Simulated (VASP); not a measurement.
# Br (Cmce) in VASP: further runs, part 2 of 2

VASP 6.6.1. Earlier steps stand in the parts before.

### 3 Band structure, r2SCAN

INCAR

```
SYSTEM = Br
ALGO = Normal
EDIFF = 1E-6
ENCUT = 520
ISIF = 2
ISMEAR = 0
LASPH = .True.
LCHARG = .False.
LMIXTAU = .True.
LREAL = .False.
LWAVE = .False.
METAGGA = R2SCAN
NELM = 80
PREC = Accurate
SIGMA = 0.02
```

KPOINTS

```
k-points
0
Gamma
  8 8 4
  0 0 0
```

POSCAR

```
Br
1.0
    3.3632500000     -2.3225500000      0.0000000000
    3.3632500000      2.3225500000      0.0000000000
    0.0000000000      0.0000000000      8.7023000000
Br
4
Direct
    0.3651000000      0.6349000000      0.3901000000
    0.1349000000      0.8651000000      0.8901000000
    0.6349000000      0.3651000000      0.6099000000
    0.8651000000      0.1349000000      0.1099000000
```

KPOINTS_OPT

```
path GXSRAZGYX1A1TY,ZT
20
line-mode
reciprocal
 0.0000000000  0.0000000000  0.0000000000  G
 0.3692207505 -0.3692207505  0.0000000000  X

 0.3692207505 -0.3692207505  0.0000000000  X
 0.0000000000 -0.5000000000  0.0000000000  S

 0.0000000000 -0.5000000000  0.0000000000  S
 0.0000000000 -0.5000000000 -0.5000000000  R

 0.0000000000 -0.5000000000 -0.5000000000  R
 0.3692207505 -0.3692207505 -0.5000000000  A

 0.3692207505 -0.3692207505 -0.5000000000  A
 0.0000000000  0.0000000000 -0.5000000000  Z

 0.0000000000  0.0000000000 -0.5000000000  Z
 0.0000000000  0.0000000000  0.0000000000  G

 0.0000000000  0.0000000000  0.0000000000  G
-0.5000000000 -0.5000000000  0.0000000000  Y

-0.5000000000 -0.5000000000  0.0000000000  Y
-0.3692207505 -0.6307792495  0.0000000000  X1

-0.3692207505 -0.6307792495  0.0000000000  X1
-0.3692207505 -0.6307792495 -0.5000000000  A1

-0.3692207505 -0.6307792495 -0.5000000000  A1
-0.5000000000 -0.5000000000 -0.5000000000  T

-0.5000000000 -0.5000000000 -0.5000000000  T
-0.5000000000 -0.5000000000  0.0000000000  Y

 0.0000000000  0.0000000000 -0.5000000000  Z
-0.5000000000 -0.5000000000 -0.5000000000  T
```

Potentials or basis: VASP PAW PBE potentials, release 64 (Br).

Started as:

```console
> cat potpaw_PBE.64/Br/POTCAR > POTCAR
> mpirun -np 1 vasp_std > vasp.out
```

Run time: 15 min. Hardware: 1 thread of Intel Xeon Platinum 8488C (Sapphire Rapids), shared host; peak memory 0.37 GiB.

Results (log left out):

| Item | Value |
| --- | --- |
| Free energy | -52.9599 eV |
| Pressure | 0.7 GPa |
| Largest force | 0.582 eV/Å |
| Band gap on the k mesh | 2.16 eV, indirect (least direct gap 2.23 eV) |
| Band gap along the path | 2.15 eV, indirect (least direct gap 2.21 eV) |

Forces on the atoms (eV/Å):
```
Br   0.000  0.285 -0.508
Br   0.000 -0.285 -0.508
Br   0.000 -0.285  0.508
Br   0.000  0.285  0.508
```

Stress tensor (GPa, compression positive):
```
0.23 0.00 0.00
0.00 0.28 0.00
0.00 0.00 1.52
```

Levels at the corners of the path, in eV from the valence-band top:
```tsv
point	band 11	band 12	band 13	band 14	band 15	band 16	band 17	band 18
Γ	-0.95	-0.37	-0.10	-0.06	2.16	2.89	6.63	7.24
X	-1.17	-0.88	-0.32	-0.05	2.36	2.61	8.44	9.02
X	-1.17	-0.88	-0.32	-0.05	2.36	2.61	8.44	9.02
S	-0.80	-0.80	-0.25	-0.25	2.78	2.78	7.72	7.72
S	-0.80	-0.80	-0.25	-0.25	2.78	2.78	7.72	7.72
R	-0.55	-0.55	0.00	0.00	2.53	2.53	8.05	8.05
R	-0.55	-0.55	0.00	0.00	2.53	2.53	8.05	8.05
A	-0.56	-0.56	-0.49	-0.49	2.48	2.48	9.00	9.00
A	-0.56	-0.56	-0.49	-0.49	2.48	2.48	9.00	9.00
Z	-0.83	-0.83	-0.08	-0.08	2.39	2.39	7.28	7.28
Z	-0.83	-0.83	-0.08	-0.08	2.39	2.39	7.28	7.28
Γ	-0.95	-0.37	-0.10	-0.06	2.16	2.89	6.63	7.24
Γ	-0.95	-0.37	-0.10	-0.06	2.16	2.89	6.63	7.24
Y	-1.37	-1.17	-0.41	-0.04	2.20	2.56	7.86	8.13
Y	-1.37	-1.17	-0.41	-0.04	2.20	2.56	7.86	8.13
X1	-1.17	-0.88	-0.32	-0.05	2.36	2.61	8.44	9.02
X1	-1.17	-0.88	-0.32	-0.05	2.36	2.61	8.44	9.02
A1	-0.56	-0.56	-0.49	-0.49	2.48	2.48	9.00	9.00
A1	-0.56	-0.56	-0.49	-0.49	2.48	2.48	9.00	9.00
T	-0.92	-0.92	-0.65	-0.65	2.27	2.27	8.56	8.56
T	-0.92	-0.92	-0.65	-0.65	2.27	2.27	8.56	8.56
Y	-1.37	-1.17	-0.41	-0.04	2.20	2.56	7.86	8.13
Z	-0.83	-0.83	-0.08	-0.08	2.39	2.39	7.28	7.28
T	-0.92	-0.92	-0.65	-0.65	2.27	2.27	8.56	8.56
```

Caveat: the PAW data sets were made with another functional, which shifts forces and pressure a little.

### 4 Equation of state, PBE+D3(BJ), 29.86 Å³/atom (a relaxed cell with its volume scaled by 0.96)

INCAR

```
ALGO = Normal
EDIFF = 1E-7
ENCUT = 520
GGA = PE
ISIF = 2
ISMEAR = 0
IVDW = 12
KPAR = 2
LASPH = True
LCHARG = False
LREAL = False
LWAVE = False
NELM = 60
PREC = Accurate
SIGMA = 0.02
```

KPOINTS

```
k-points
0
Gamma
  6 6 4
```

POSCAR

```
Br                                      
1.0
    3.4487433069     -2.0455272022     -0.0000000000
    3.4487433069      2.0455272022      0.0000000000
    0.0000000000     -0.0000000000      8.4645475213
  Br            
     4
Direct
     0.3486939040389212    0.6513060959610786    0.3809997280855159
     0.1513060959610787    0.8486939040389214    0.8809997280855157
     0.6513060959610786    0.3486939040389212    0.6190002719144843
     0.8486939040389214    0.1513060959610787    0.1190002719144841
```

Started as:

```console
> cat potpaw_PBE.64/Br/POTCAR > POTCAR
> mpirun -np 2 vasp_std > vasp.out
```

Run time: 28 s. Hardware: 2 MPI ranks of Intel Xeon Platinum 8488C (Sapphire Rapids), shared host; peak memory 0.24 GiB.

Results (log left out):

- Free energy: -7.3683 eV
- Pressure: 1.5 GPa
- Largest force: 0.281 eV/Å
- Band gap on the k mesh: 1.43 eV, indirect (least direct gap 1.48 eV)
- Dispersion energy per atom: -0.242 eV

### 5 Equation of state, PBE+D3(BJ), 30.48 Å³/atom (a relaxed cell with its volume scaled by 0.98)

INCAR is that of step 4.

KPOINTS is that of step 4.

POSCAR, as its differences from that of step 4:

```diff
@@ -2,5 +2,5 @@
 1.0
-    3.4487433069     -2.0455272022     -0.0000000000
-    3.4487433069      2.0455272022      0.0000000000
-    0.0000000000     -0.0000000000      8.4645475213
+    3.4725284951     -2.0596347322     -0.0000000000
+    3.4725284951      2.0596347322      0.0000000000
+    0.0000000000     -0.0000000000      8.5229255559
   Br
```

Started as:

```console
> cat potpaw_PBE.64/Br/POTCAR > POTCAR
> mpirun -np 2 vasp_std > vasp.out
```

It took 28 s on 2 MPI ranks of Intel Xeon Platinum 8488C (Sapphire Rapids), shared host; peak memory 0.24 GiB.

It converged, with:

```
Free energy                : -7.3850 eV
Pressure                   : 0.7 GPa
Largest force              : 0.137 eV/Å
Band gap on the k mesh     : 1.38 eV, indirect (least direct gap 1.42 eV)
Dispersion energy per atom : -0.237 eV
```

### 6 Equation of state, PBE+D3(BJ), 31.10 Å³/atom

INCAR is that of step 5.

KPOINTS is that of step 5.

POSCAR, as its differences from that of step 5:

```diff
@@ -2,5 +2,5 @@
 1.0
-    3.4725284951     -2.0596347322     -0.0000000000
-    3.4725284951      2.0596347322      0.0000000000
-    0.0000000000     -0.0000000000      8.5229255559
+    3.4959922372     -2.0735516052     -0.0000000000
+    3.4959922372      2.0735516052      0.0000000000
+    0.0000000000     -0.0000000000      8.5805146376
   Br
```

Potentials or basis: VASP PAW PBE potentials, release 64 (Br).

Started as:

```console
> cat potpaw_PBE.64/Br/POTCAR > POTCAR
> mpirun -np 2 vasp_std > vasp.out
```

It took 26 s on 2 MPI ranks of Intel Xeon Platinum 8488C (Sapphire Rapids), shared host; peak memory 0.25 GiB.

The run converged. Its results:

```
Free energy                : -7.3903 eV
Pressure                   : 0.0 GPa
Largest force              : 0.010 eV/Å
Band gap on the k mesh     : 1.33 eV, indirect (least direct gap 1.37 eV)
Dispersion energy per atom : -0.232 eV
```

### 7 Equation of state, PBE+D3(BJ), 31.72 Å³/atom (a relaxed cell with its volume scaled by 1.02)

INCAR is that of step 6.

KPOINTS is that of step 6.

POSCAR, as its differences from that of step 6:

```diff
@@ -2,5 +2,5 @@
 1.0
-    3.4959922372     -2.0735516052     -0.0000000000
-    3.4959922372      2.0735516052      0.0000000000
-    0.0000000000     -0.0000000000      8.5805146376
+    3.5191451784     -2.0872841353     -0.0000000000
+    3.5191451784      2.0872841353      0.0000000000
+    0.0000000000     -0.0000000000      8.6373408939
   Br
```

Started as:

```console
> cat potpaw_PBE.64/Br/POTCAR > POTCAR
> mpirun -np 2 vasp_std > vasp.out
```

Run time: 29 s. Hardware: 2 MPI ranks of Intel Xeon Platinum 8488C (Sapphire Rapids), shared host; peak memory 0.25 GiB.

Results (log left out):

```yaml
Free_energy: -7.3853 eV
Pressure: -0.6 GPa
Largest_force: 0.120 eV/Å
Band_gap_on_the_k_mesh: 1.28 eV, indirect (least direct gap 1.31 eV)
Dispersion_energy_per_atom: -0.226 eV
```

### 8 Equation of state, PBE+D3(BJ), 32.34 Å³/atom (a relaxed cell with its volume scaled by 1.04)

INCAR is that of step 7.

KPOINTS is that of step 7.

POSCAR, as its differences from that of step 7:

```diff
@@ -2,5 +2,5 @@
 1.0
-    3.5191451784     -2.0872841353     -0.0000000000
-    3.5191451784      2.0872841353      0.0000000000
-    0.0000000000     -0.0000000000      8.6373408939
+    3.5419974108     -2.1008383081     -0.0000000000
+    3.5419974108      2.1008383081      0.0000000000
+    0.0000000000     -0.0000000000      8.6934290947
   Br
```

Started as:

```console
> cat potpaw_PBE.64/Br/POTCAR > POTCAR
> mpirun -np 2 vasp_std > vasp.out
```

Wall time 29 s (2 MPI ranks of Intel Xeon Platinum 8488C (Sapphire Rapids), shared host); peak memory 0.26 GiB.

The run converged. Its results:

```
Free energy                : -7.3712 eV
Pressure                   : -1.2 GPa
Largest force              : 0.234 eV/Å
Band gap on the k mesh     : 1.23 eV, indirect (least direct gap 1.26 eV)
Dispersion energy per atom : -0.221 eV
```

### 9 Equation of state, PBE+D3(BJ)

This run uses another cell than the first one, of 31.10 Å³/atom, 0.915 times its volume.

Potentials or basis: VASP PAW PBE potentials, release 64 (Br).

No new run: the results of the series are fitted here.

Results:

```yaml
Equilibrium_volume: 31.10 Å³/atom
Bulk_modulus_at_fixed_shape_and_positions: 33 GPa
Pressure_derivative_of_the_bulk_modulus: "4.9 (rough: it moves with the points fitted)"
```

Energy against volume, from the lowest point:
| volume (Å³/atom) | energy (meV/atom) |
| --- | --- |
| 29.857 | 5.51 |
| 30.479 | 1.31 |
| 31.101 | 0.00 |
| 31.723 | 1.24 |
| 32.345 | 4.76 |

Caveat: the cell was scaled at fixed shape and fractional positions, which overstates the stiffness of a crystal with free parameters, most of all of layers and chains.

### 10 The reference run

An earlier run on the cell as given: functional PBEsol; potentials or basis VASP PAW PBE potentials, release 64 (Br); cutoff 520 eV; k mesh 7 × 7 × 3; occupations fermi-dirac, width 0.05 eV; no spin polarisation.

- Pressure: 0.2 GPa
- Largest force: 0.749 eV/Å
- Band gap on the k mesh: 1.84 eV, indirect (least direct gap 1.86 eV)

### 11 Summary

```tsv
task	level	cell	k mesh	smearing	ladder	gap on the mesh (eV)	pressure (GPa)	largest force (eV/Å)
band structure	PBEsol	Cmce, 33.99 Å³/atom	8 × 8 × 4	gaussian 0.02 eV	gaps	1.81	0.2	0.75
band structure	r2SCAN	Cmce, 33.99 Å³/atom	8 × 8 × 4	gaussian 0.02 eV	gaps	2.16	0.7	0.58
equation of state	PBE+D3(BJ)	Cmce, 31.1 Å³/atom	6 × 6 × 4	gaussian 0.02 eV	gaps	-	-	-
single point	PBEsol	Cmce, 33.99 Å³/atom	7 × 7 × 3	fermi-dirac 0.05 eV	free	1.84	0.2	0.75
```

Alike in all rows: potentials or basis VASP PAW PBE potentials, release 64 (Br); no spin polarisation; cutoff (eV) 520.

On the cell as given the gap runs from 1.79 eV (PBEsol) to 2.15 eV (r2SCAN); the meshes differ, which moves gaps too. The pressure there spans 0.2 GPa (PBEsol) to 0.7 GPa (r2SCAN); a positive pressure means that this level wants a larger cell, a negative one a smaller.

Caveats: the PAW data sets were made with another functional, which shifts forces and pressure a little (some runs); the cell was scaled at fixed shape and fractional positions, which overstates the stiffness of a crystal with free parameters, most of all of layers and chains (some runs); an odd mesh through Γ misses points on the zone boundary, where band edges often lie (some runs).

Absolute energies hang on the potentials; compare differences alone.
